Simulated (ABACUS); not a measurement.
The system is Ni.

```
CELL_PARAMETERS angstrom
0.00000 1.73757 1.73757
1.73757 0.00000 1.73757
1.73757 1.73757 0.00000
ATOMIC_POSITIONS crystal
Ni 0.00000 0.00000 0.00000
```

Program: ABACUS 3.10.1. Alike in all runs: task single point; spin collinear, ferromagnetic start; cell as given; smearing fermi-dirac 0.05 eV.

**Question.** Order these runs on this cell by their pressure, lowest first.
A. level LDA; potentials or basis PseudoDojo NC SR 0.4.1 LDA standard, plane waves; k mesh 10 × 10 × 10; cutoff (eV) 1333; radial cutoff of the potentials (pseudo_rcut) 10 bohr; SCF threshold on the density 1e-08; eigensolver dav
B. level PBEsol; potentials or basis PseudoDojo NC SR 0.4.1 PBEsol standard, DZP LCAO (the cutoffs set its grid); k mesh 12 × 12 × 12; cutoff (eV) 1361; radial cutoff of the potentials (pseudo_rcut) 7 bohr; SCF threshold on the density 1e-07; eigensolver scalapack_gvx; orbital files Ni Ni_confined-atom_7au_3s2p2d1f.orb
C. level RPBE; potentials or basis GBRV ultrasoft 1.5 PBE, plane waves; k mesh 10 × 10 × 10; cutoff (eV) 544; radial cutoff of the potentials (pseudo_rcut) 10 bohr; SCF threshold on the density 1e-08; eigensolver dav

**Answer.** A (-9.6 GPa), B (-1.5 GPa), C (4.7 GPa).

Caveats: the potentials were made for another functional, which shifts forces and pressure (some runs); the atomic orbitals were generated for these runs and aren't a published set (some runs); the basis of atomic orbitals isn't converged, which shifts pressures, moduli and gaps (some runs).
